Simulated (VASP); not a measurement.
# C (P6_3/mmc) in VASP: a series of runs

Aim: see how the results for C move with the level of theory and the settings. Levels: TPSS, PBE+D3(BJ). Tasks: band structure, equation of state.

The COD entry that gives the cell may itself be a prediction, so a difference from it is no test against experiment.

All numbers are computed with VASP 6.6.1; they aren't measurements. Logs are shortened: lines on timing, memory, paths and dates and some standing lists are left out, and cuts for length are marked.

### Step 1. The structure

The structure is hexagonal, space group P6_3/mmc (No. 194). The conventional cell has a = 2.522 Å, b = 2.522 Å, c = 12.356 Å, α = 90.00°, β = 90.00°, γ = 120.00°. C (site symmetry 3m) is surrounded by 4 C at 1.54 Å. C (site symmetry 3m) is surrounded by 4 C at 1.54 Å. C (site symmetry 3m) is surrounded by 4 C at 1.54 Å.

This is a hexagonal form of diamond, not graphite.

### Step 2. Band structure, TPSS

INCAR reads:

```
SYSTEM = C
  ALGO = Normal
  EDIFF = 1E-6
  ENCUT = 520
  ISIF = 2
  ISMEAR = -1
  LASPH = .True.
  LCHARG = .False.
  LMIXTAU = .True.
  LREAL = .False.
  LWAVE = .False.
  METAGGA = TPSS
  NBANDS = 36
  NELM = 100
  PREC = Accurate
  SIGMA = 0.05
```

KPOINTS reads:

```
k-points
0
Gamma
  12 12 3
  0 0 0
```

POSCAR reads:

```
C
1.0
    2.5221000000      0.0000000000      0.0000000000
   -1.2610500000      2.1842026709      0.0000000000
    0.0000000000      0.0000000000     12.3557000000
C
12
Direct
    0.6666666667      0.3333333333      0.3541700000
    0.3333333333      0.6666666667      0.8541700000
    0.6666666667      0.3333333333      0.1458300000
    0.3333333333      0.6666666667      0.6458300000
    0.6666666667      0.3333333333      0.4791700000
    0.3333333333      0.6666666667      0.9791700000
    0.6666666667      0.3333333333      0.0208300000
    0.3333333333      0.6666666667      0.5208300000
    0.0000000000      0.0000000000      0.8125000000
    0.0000000000      0.0000000000      0.3125000000
    0.0000000000      0.0000000000      0.6875000000
    0.0000000000      0.0000000000      0.1875000000
```

KPOINTS_OPT reads:

```
path GMKGALHA,LM,KH
10
line-mode
reciprocal
 0.0000000000  0.0000000000  0.0000000000  G
 0.5000000000  0.0000000000  0.0000000000  M

 0.5000000000  0.0000000000  0.0000000000  M
 0.3333333333  0.3333333333  0.0000000000  K

 0.3333333333  0.3333333333  0.0000000000  K
 0.0000000000  0.0000000000  0.0000000000  G

 0.0000000000  0.0000000000  0.0000000000  G
 0.0000000000  0.0000000000  0.5000000000  A

 0.0000000000  0.0000000000  0.5000000000  A
 0.5000000000  0.0000000000  0.5000000000  L

 0.5000000000  0.0000000000  0.5000000000  L
 0.3333333333  0.3333333333  0.5000000000  H

 0.3333333333  0.3333333333  0.5000000000  H
 0.0000000000  0.0000000000  0.5000000000  A

 0.5000000000  0.0000000000  0.5000000000  L
 0.5000000000  0.0000000000  0.0000000000  M

 0.3333333333  0.3333333333  0.0000000000  K
 0.3333333333  0.3333333333  0.5000000000  H
```

Potentials or basis: VASP PAW PBE potentials, release 64 (C).

Started as:

```sh
> cat potpaw_PBE.64/C/POTCAR > POTCAR
> mpirun -np 1 vasp_std > vasp.out
```

OUTCAR:

```text
SYSTEM = C
   EDIFF = 1E-6
   ENCUT = 520
   ISIF = 2
   ISMEAR = -1
   LASPH = .True.
   LREAL = .False.
   METAGGA = TPSS
   NELM = 100
   PREC = Accurate

 ion  position               nearest neighbor table
   1  0.667  0.333  0.354-   5 1.54  10 1.54  10 1.54  10 1.54
   2  0.333  0.667  0.854-   6 1.54   9 1.54   9 1.54   9 1.54
   3  0.667  0.333  0.146-   7 1.54  12 1.54  12 1.54  12 1.54
   4  0.333  0.667  0.646-   8 1.54  11 1.54  11 1.54  11 1.54
   5  0.667  0.333  0.479-   8 1.54   8 1.54   8 1.54   1 1.54
   6  0.333  0.667  0.979-   7 1.54   7 1.54   7 1.54   2 1.54
   7  0.667  0.333  0.021-   6 1.54   6 1.54   6 1.54   3 1.54
   8  0.333  0.667  0.521-   5 1.54   5 1.54   5 1.54   4 1.54
   9  0.000  0.000  0.812-  11 1.54   2 1.54   2 1.54   2 1.54
  10  0.000  0.000  0.312-  12 1.54   1 1.54   1 1.54   1 1.54
  11  0.000  0.000  0.688-   9 1.54   4 1.54   4 1.54   4 1.54
  12  0.000  0.000  0.188-  10 1.54   3 1.54   3 1.54   3 1.54

  LATTYP: Found a hexagonal cell.
 ALAT       =     2.5221000000
 C/A-ratio  =     4.8989730780

  Lattice vectors:

 A1 = (   2.5221000000,   0.0000000000,   0.0000000000)
 A2 = (  -1.2610500000,   2.1842026709,   0.0000000000)
 A3 = (   0.0000000000,   0.0000000000,  12.3557000000)

Analysis of symmetry for initial positions (statically):
=====================================================================
 Subroutine PRICEL returns:
 Original cell was already a primitive cell.

 Routine SETGRP: Setting up the symmetry group for a
 hexagonal supercell.

 Subroutine GETGRP returns: Found 24 space group operations
 (whereof 12 operations were pure point group operations)
 out of a pool of 24 trial point group operations.

The static configuration has the point symmetry D_3d.
 The point group associated with its full space group is D_6h.

Analysis of symmetry for dynamics (positions and initial velocities):
=====================================================================
 Subroutine PRICEL returns:
 Original cell was already a primitive cell.

 Routine SETGRP: Setting up the symmetry group for a
 hexagonal supercell.

 Subroutine GETGRP returns: Found 24 space group operations
 (whereof 12 operations were pure point group operations)
 out of a pool of 24 trial point group operations.

The dynamic configuration has the point symmetry D_3d.
 The point group associated with its full space group is D_6h.

 Subroutine INISYM returns: Found 24 space group operations
 (whereof 12 operations are pure point group operations),
 and found     1 'primitive' translations

----------------------------------------------------------------------------------------

                                     Primitive cell

  volume of cell :      68.0648

  direct lattice vectors                    reciprocal lattice vectors
     2.522100000  0.000000000  0.000000000     0.396494984  0.228916486  0.000000000
    -1.261050000  2.184202671  0.000000000     0.000000000  0.457832972  0.000000000
     0.000000000  0.000000000 12.355700000     0.000000000  0.000000000  0.080934306

  length of vectors
     2.522100000  2.522100000 12.355700000     0.457832972  0.457832972  0.080934306

  position of ions in fractional coordinates (direct lattice)
     0.666666667  0.333333333  0.354170000
     0.333333333  0.666666667  0.854170000
     0.666666667  0.333333333  0.145830000
     0.333333333  0.666666667  0.645830000
     0.666666667  0.333333333  0.479170000
     0.333333333  0.666666667  0.979170000
     0.666666667  0.333333333  0.020830000
     0.333333333  0.666666667  0.520830000
     0.000000000  0.000000000  0.812500000
     0.000000000  0.000000000  0.312500000
     0.000000000  0.000000000  0.687500000
     0.000000000  0.000000000  0.187500000

  ion indices of the primitive-cell ions
   primitive index   ion index
                 1           1
                 2           2
                 3           3
                 4           4
                 5           5
                 6           6
                 7           7
                 8           8
                 9           9
                10          10
                11          11
                12          12

----------------------------------------------------------------------------------------

 KPOINTS: k-points

Automatic generation of k-mesh.
 Grid dimensions read from file:
 generate k-points for:   12   12    3

 Generating k-lattice:

  Cartesian coordinates                     Fractional coordinates (reciprocal lattice)
     0.033041249  0.019076374  0.000000000     0.083333333  0.000000000  0.000000000
     0.000000000  0.038152748  0.000000000     0.000000000  0.083333333  0.000000000
     0.000000000  0.000000000  0.026978102     0.000000000  0.000000000  0.333333333

  Length of vectors
     0.038152748  0.038152748  0.026978102

  Shift w.r.t. Gamma in fractional coordinates (k-lattice)
     0.000000000  0.000000000  0.000000000

 Subroutine IBZKPT returns following result:
 ===========================================

 Found     38 irreducible k-points:

 Following reciprocal coordinates:
            Coordinates               Weight
  0.000000  0.000000  0.000000      1.000000
  0.083333  0.000000  0.000000      6.000000
  0.166667  0.000000  0.000000      6.000000
  0.250000  0.000000  0.000000      6.000000
  0.333333  0.000000  0.000000      6.000000
  0.416667  0.000000  0.000000      6.000000
[... 16 lines left out ...]
  0.250000  0.000000  0.333333     12.000000
  0.333333  0.000000  0.333333     12.000000
 [... further k-points ...]
   k-points           NKPTS =     38   k-points in BZ     NKDIM =     38   number of bands    NBANDS=     36
   number of dos      NEDOS =    301   number of ions     NIONS =     12
   total plane-waves  NPLWV =  38400
   dimension x,y,z NGX =    20 NGY =   20 NGZ =   96
   dimension x,y,z NGXF=    40 NGYF=   40 NGZF=  192
   ions per type =              12
   NGX,Y,Z   is equivalent  to a cutoff of  13.18, 13.18, 12.92 a.u.
   NGXF,Y,Z  is equivalent  to a cutoff of  26.37, 26.37, 25.83 a.u.
 SYSTEM =  C
   PREC   = accura    normal or accurate (medium, high low for compatibility)
   ISTART =      0    job   : 0-new  1-cont  2-samecut
   ICHARG =      2    charge: 1-file 2-atom 10-const
   ISPIN  =      1    spin polarized calculation?
   LNONCOLLINEAR =      F non collinear calculations
   LSORBIT =      F    spin-orbit coupling
   LASPH  =      T    aspherical Exc in radial PAW
   ENCUT  =  520.0 eV  38.22 Ry    6.18 a.u.   4.69  4.69 22.97*2*pi/ulx,y,z
   NELM   =    100;   NELMIN=  2; NELMDL= -5     # of ELM steps
   EDIFF  = 0.1E-05   stopping-criterion for ELM
   LREAL  =      F    real-space projection
   EDIFFG = 0.1E-04   stopping-criterion for IOM
   NSW    =      0    number of steps for IOM
   IBRION =     -1    ionic relax: 0-MD 1-quasi-New 2-CG
   NFREE  =      0    steps in history (QN), initial steepest desc. (CG)
   ISIF   =      2    stress and relaxation
   ISYM   =      2    0-nonsym 1-usesym 2-fastsym
   POTIM  = 0.5000    time-step for ionic-motion
   TEBEG  =    0.0;   TEEND  =   0.0 temperature during run
   PSTRESS=    0.0 pullay stress
   NELECT =      48.0000    total number of electrons
   NUPDOWN=      -1.0000    fix difference up-down
   EMIN   =  10.00;   EMAX   =-10.00  energy-range for DOS
   EFERMI =   0.00;   METHOD = LEGACY
   ISMEAR =    -1;   SIGMA  =   0.05  broadening in eV -4-tet -1-fermi 0-gaus
   EFERMI_NEDOS =   21; number of points for ismear=-14 and -15
   IALGO  =     38    algorithm
   IMIX   =      4    mixing-type and parameters
     AMIX     =   0.40;   BMIX     =  1.00
     AMIX_MAG =   1.60;   BMIX_MAG =  1.00
  volume/ion in A,a.u.               =       5.67        38.28
  Fermi-wavevector in a.u.,A,eV,Ry     =   1.457184  2.753678 28.890408  2.123385
  Thomas-Fermi vector in A             =   2.574015
   LORBIT       =      0    0 simple, 1 ext, 2 COOP (PROOUT), +10 PAW based schemes
   METAGGA = TPSS    functional components
   LHFCALC =     F    Hartree Fock is set to
   AEXX    =    0.0000 exact exchange contribution
   IVDW    =     0    specifies the selected vdW correction
   LEPSILON=     F    determine dielectric tensor
   LRPA    =     F    only Hartree local field effects (RPA)
 non-spin polarized calculation
  energy-cutoff  :      520.00
  volume of cell :       68.06
 maximum number of plane-waves:      1852
 NGX is ok and might be reduce to    20
   NGX =  9   NGY =  9   NGZ = 45

 number of electron      47.9999995 magnetization

 Free energy of the ion-electron system (eV)
  ---------------------------------------------------
  ext. energy  EPLUGINS =         0.00000000
  ---------------------------------------------------
  free energy    TOTEN  =      -125.30349974 eV

  energy without entropy =     -125.30349974  energy(sigma->0) =     -125.30349974

 E-fermi :  10.8841     XC(G=0): -13.5152

 val. band max:        9.8713391623   @ k =   0.0000   0.0000   0.0000
 cond. band min:      14.2830375538   @ k =   0.4167   0.0000   0.0000
 fundamental gap:      4.4116983915
 Fermi energy:        10.8841251581

 k-point     1 :       0.0000    0.0000    0.0000
  band No.  band energies     occupation
      1     -12.1431      2.00000
      2     -11.3829      2.00000
      3     -11.3392      2.00000
      4      -9.0789      2.00000
      5      -9.0571      2.00000
      6      -6.2685      2.00000
[... 28 lines left out ...]
     35      18.0537      0.00000
     36      18.0537      0.00000

 k-point     2 :       0.0833    0.0000    0.0000
  band No.  band energies     occupation
      1     -11.9693      2.00000
      2     -11.2106      2.00000
      3     -11.1663      2.00000
      4      -8.9116      2.00000
      5      -8.8891      2.00000
      6      -6.1133      2.00000
[... 28 lines left out ...]
     35      18.4912      0.00000
     36      18.5001      0.00000

 k-point     3 :       0.1667    0.0000    0.0000
  band No.  band energies     occupation
      1     -11.4498      2.00000
      2     -10.6959      2.00000
      3     -10.6498      2.00000
      4      -8.4125      2.00000
      5      -8.3877      2.00000
      6      -5.6501      2.00000
[... 28 lines left out ...]
     35      18.8323      0.00000
     36      19.9169      0.00000
[... 742 lines left out ...]
 k-point    23 :       0.2500    0.0000    0.3333
  band No.  band energies     occupation
      1     -10.5056      2.00000
      2     -10.2488      2.00000
      3      -9.2290      2.00000
      4      -8.4774      2.00000
      5      -6.5570      2.00000
      6      -5.5051      2.00000
[... 28 lines left out ...]
     35      19.8273      0.00000
     36      20.0553      0.00000

 k-point    24 :       0.3333    0.0000    0.3333
  band No.  band energies     occupation
      1      -9.3256      2.00000
      2      -9.0733      2.00000
      3      -8.0725      2.00000
      4      -7.3390      2.00000
      5      -5.4786      2.00000
      6      -4.4679      2.00000
[... 28 lines left out ...]
     35      19.2023      0.00000
     36      19.8715      0.00000

 [... further k-points ...]

------------------------ aborting loop because EDIFF is reached ----------------------------------------

  FORCE on cell =-STRESS in cart. coord.  units (eV):
  Direction    XX          YY          ZZ          XY          YZ          ZX
  --------------------------------------------------------------------------------------
  -------------------------------------------------------------------------------------
  Total       -0.2765581     -0.2765581      3.2499303      0.0000000      0.0000000      0.0000000
  in kB       -6.5098999     -6.5098999     76.5001061      0.0000000      0.0000000      0.0000000
  external PRESSURE =      21.1601021 kB  Pullay stress =       0.0000000 kB

 VOLUME and BASIS-vectors are now :
 -----------------------------------------------------------------------------
  energy-cutoff  :      520.00
  volume of cell :       68.06
      direct lattice vectors                 reciprocal lattice vectors
     2.522100000  0.000000000  0.000000000     0.396494984  0.228916486  0.000000000
    -1.261050000  2.184202671  0.000000000     0.000000000  0.457832972  0.000000000
     0.000000000  0.000000000 12.355700000     0.000000000  0.000000000  0.080934306

 POSITION                                       TOTAL-FORCE (eV/Angst)
 -----------------------------------------------------------------------------------
      1.26105      0.72807      4.37602        -0.000000      0.000000      0.313439
     -0.00000      1.45614     10.55387        -0.000000     -0.000000      0.313439
      1.26105      0.72807      1.80183        -0.000000      0.000000     -0.313439
     -0.00000      1.45614      7.97968        -0.000000     -0.000000     -0.313439
      1.26105      0.72807      5.92048         0.000000      0.000000     -0.027371
     -0.00000      1.45614     12.09833        -0.000000      0.000000     -0.027371
      1.26105      0.72807      0.25737         0.000000      0.000000      0.027371
     -0.00000      1.45614      6.43522        -0.000000     -0.000000      0.027371
      0.00000      0.00000     10.03901         0.000000     -0.000000      0.335549
      0.00000      0.00000      3.86116        -0.000000     -0.000000      0.335549
      0.00000      0.00000      8.49454         0.000000     -0.000000     -0.335549
      0.00000      0.00000      2.31669        -0.000000     -0.000000     -0.335549
 -----------------------------------------------------------------------------------
    total drift:                               -0.000000      0.000000      0.000000

  FREE ENERGIE OF THE ION-ELECTRON SYSTEM (eV)
  ---------------------------------------------------
  free  energy   TOTEN  =      -125.3034997434 eV

  energy  without entropy=     -125.3034997433  energy(sigma->0) =     -125.30349974
```

It took 18 min on 1 thread of AMD EPYC 7R43 (Zen 3), shared host; peak memory 0.22 GiB.

What came out:

| Item | Value |
| --- | --- |
| Free energy | -125.3035 eV |
| Pressure | 2.1 GPa |
| Largest force | 0.336 eV/Å |
| Band gap on the k mesh | 4.41 eV, indirect (least direct gap 5.52 eV) |
| Band gap along the path | 4.38 eV, indirect (least direct gap 5.52 eV) |

Forces in eV/Å, atoms in the order of the input:
```
C    0.000  0.000  0.313
C    0.000  0.000  0.313
C    0.000  0.000 -0.313
C    0.000  0.000 -0.313
C    0.000  0.000 -0.027
C    0.000  0.000 -0.027
C    0.000  0.000  0.027
C    0.000  0.000  0.027
C    0.000  0.000  0.336
C    0.000  0.000  0.336
C    0.000  0.000 -0.336
C    0.000  0.000 -0.336
```

Levels at the corners of the path, in eV from the valence-band top:
```csv
point,band 20,band 21,band 22,band 23,band 24,band 25,band 26,band 27,band 28,band 29
Γ,-0.99,-0.99,-0.15,0.00,0.00,5.52,5.52,5.89,6.60,6.60
M,-4.38,-4.10,-4.10,-3.68,-2.92,4.53,5.14,5.30,5.64,6.90
M,-4.38,-4.10,-4.10,-3.68,-2.92,4.53,5.14,5.30,5.64,6.90
K,-6.33,-6.11,-4.84,-4.59,-4.59,5.65,5.65,6.33,8.84,9.81
K,-6.33,-6.11,-4.84,-4.59,-4.59,5.65,5.65,6.33,8.84,9.81
Γ,-0.99,-0.99,-0.15,0.00,0.00,5.52,5.52,5.89,6.60,6.60
Γ,-0.99,-0.99,-0.15,0.00,0.00,5.52,5.52,5.89,6.60,6.60
A,-1.35,-0.33,-0.33,-0.33,-0.33,5.91,5.91,5.91,5.91,6.48
A,-1.35,-0.33,-0.33,-0.33,-0.33,5.91,5.91,5.91,5.91,6.48
L,-5.02,-3.81,-3.81,-3.27,-3.27,4.71,4.71,5.95,5.95,6.06
L,-5.02,-3.81,-3.81,-3.27,-3.27,4.71,4.71,5.95,5.95,6.06
H,-5.87,-5.38,-5.38,-4.83,-4.83,5.88,5.88,7.21,7.21,8.41
H,-5.87,-5.38,-5.38,-4.83,-4.83,5.88,5.88,7.21,7.21,8.41
A,-1.35,-0.33,-0.33,-0.33,-0.33,5.91,5.91,5.91,5.91,6.48
L,-5.02,-3.81,-3.81,-3.27,-3.27,4.71,4.71,5.95,5.95,6.06
M,-4.38,-4.10,-4.10,-3.68,-2.92,4.53,5.14,5.30,5.64,6.90
K,-6.33,-6.11,-4.84,-4.59,-4.59,5.65,5.65,6.33,8.84,9.81
H,-5.87,-5.38,-5.38,-4.83,-4.83,5.88,5.88,7.21,7.21,8.41
```

Caveat: the PAW data sets were made with another functional, which shifts forces and pressure a little. TPSS opens gaps a little over a GGA but as a rule still falls short of measured ones.

(Continued in part 2 of 2.)
